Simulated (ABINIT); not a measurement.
Crystal: ZrSe2.

```xyz
3
Lattice="3.7980 0.0000 0.0000 -1.8990 3.2892 0.0000 0.0000 0.0000 6.1920" Properties=species:S:1:pos:R:3 pbc="T T T"
Zr    0.0000    0.0000    0.0000
Se    1.8990    1.0964    4.6440
Se    0.0000    2.1928    1.5480
```

* Program: ABINIT 10.8.3 (patched build)
* Task: single point
* Functional: PBE
* Potentials or basis: JTH PAW PBE v2.0
* Cutoff: 463 eV
* k mesh: 8 × 8 × 5
* Occupations: fermi-dirac, width 0.05 eV
* Spin: no spin polarisation

On this cell: pressure 1.9 GPa; largest force 0.278 eV/Å; band gap on the k mesh 0.41 eV, indirect (least direct gap 1.06 eV).

The same run follows on a disturbed copy (atoms moved at random, drawn with an rms of 0.05 Å):

```xyz
3
Lattice="3.7980 0.0000 0.0000 -1.8990 3.2892 0.0000 0.0000 0.0000 6.1920" Properties=species:S:1:pos:R:3 pbc="T T T"
Zr    0.0364   -0.0011   -0.0010
Se    1.9216    1.0763    4.6344
Se    0.0024    2.2215    1.5591
```

Task: What changes?

Result: The energy moves by +0.2 meV/atom; pressure 1.5 GPa; largest force 0.254 eV/Å; band gap on the k mesh 0.36 eV, indirect (least direct gap 1.04 eV).

Forces on the atoms (eV/Å):
```
Zr  -0.069  0.014  0.011
Se  -0.030  0.141 -0.187
Se   0.099 -0.155  0.175
```

Stress tensor (GPa, compression positive):
```
 1.29 -0.14  0.41
-0.14  0.63 -0.93
 0.41 -0.93  2.53
```

Caveats: an odd mesh through Γ misses points on the zone boundary, where band edges often lie; this functional lacks dispersion, which binds the layers, so the pressure and a relaxed spacing across them are unreliable (some runs).
